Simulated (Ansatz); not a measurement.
# Cs: levels along high-symmetry lines

```
Cs
1.0
     5.56631    0.00000    0.00000
    -2.78315    4.82056    0.00000
     0.00000    0.00000    9.25848
Cs
2
Direct
  0.33333 0.66667 0.25000
  0.66667 0.33333 0.75000
```

Atoms are numbered in the order listed.

Structure from Materials Project entry mp-11832 (possibly hypothetical), not relaxed further.

Method: Ansatz 0.2.0, DFT, LDA, all-electron LAPW, Dirac equation with spin-orbit coupling.

Numerical set-up: a Γ-centred 7×7×4 k mesh, Fermi–Dirac smearing of 0.05 eV, basis error target 0.5 meV/atom, no spin polarisation.

Points in fractions of the reciprocal vectors of this cell: Γ (0, 0, 0), M (0.5, 0, 0), K (0.333, 0.333, 0), A (0, 0, 0.5), L (0.5, 0, 0.5), H (0.333, 0.333, 0.5). The path joins them by straight lines in the order Γ–M–K–Γ–A–L–H–A–L; legs that retrace an earlier one aren't tabulated. Energies are in eV from the Fermi level.

Task: Is there a gap?

Result: none: bands cross the Fermi level, a metal.

Task: List the levels between -5 and 1 eV at the symmetry points.

Result: 
Γ: -1.61 (×2), -0.08 (×2), 0.71 (×2)
M: -0.02 (×2), 0.36 (×2), 0.83 (×2), 0.99 (×2)
K: 0.55 (×2), 0.62 (×2), 0.69 (×2)
A: -1.05 (×4)
L: 0.19 (×4), 0.90 (×4)
H: 0.80 (×2), 0.83 (×2), 0.84 (×2), 0.87 (×2)
